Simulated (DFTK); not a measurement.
Runs of DFTK 0.8.2 on ZrS2. The structure is trigonal, space group P-3m1 (No. 164). The conventional cell has a = 3.691 Å, b = 3.691 Å, c = 6.041 Å, α = 90.00°, β = 90.00°, γ = 120.00°. Zr (site symmetry -3m) is surrounded by 6 S at 2.57 Å. S (site symmetry 3m) has 3 Zr at 2.57 Å as nearest neighbours. The cell is a database's computed one.

```tsv
level	gap on the mesh (eV)	pressure (GPa)	largest force (eV/Å)
LDA	(a)	-3.4	0.14
PBEsol	1.00	-1.9	0.08
WC	1.00	-1.8	(c)
r2SCAN	1.41	0.0	0.03
BJ06	1.15	-	-
BLYP	1.12	4.1	0.26
AM05	1.01	(b)	0.13
PBE	1.07	0.6	0.05
```

Alike in all rows: task band structure; potentials or basis SG15 1.2 (PBE); no spin polarisation; cell as given; k mesh 6 × 6 × 4; cutoff (eV) 1225; smearing fermi-dirac 0.05 eV.

Problem. Fill in the values left out.

Solution. (a) 0.94; (b) -1.5; (c) 0.07.

Caveats: the potentials were made for another functional, which shifts forces and pressure (some runs); this functional lacks dispersion, which binds the layers, so the pressure and a relaxed spacing across them are unreliable (some runs); the program leaves the constant c of mgga_x_tb09 at 1, so the potential is Becke-Johnson's (BJ06) and not Tran and Blaha's, with levels but no total energy (some runs).

A k mesh can miss the band edges, and the runs leave out spin-orbit coupling on Zr.
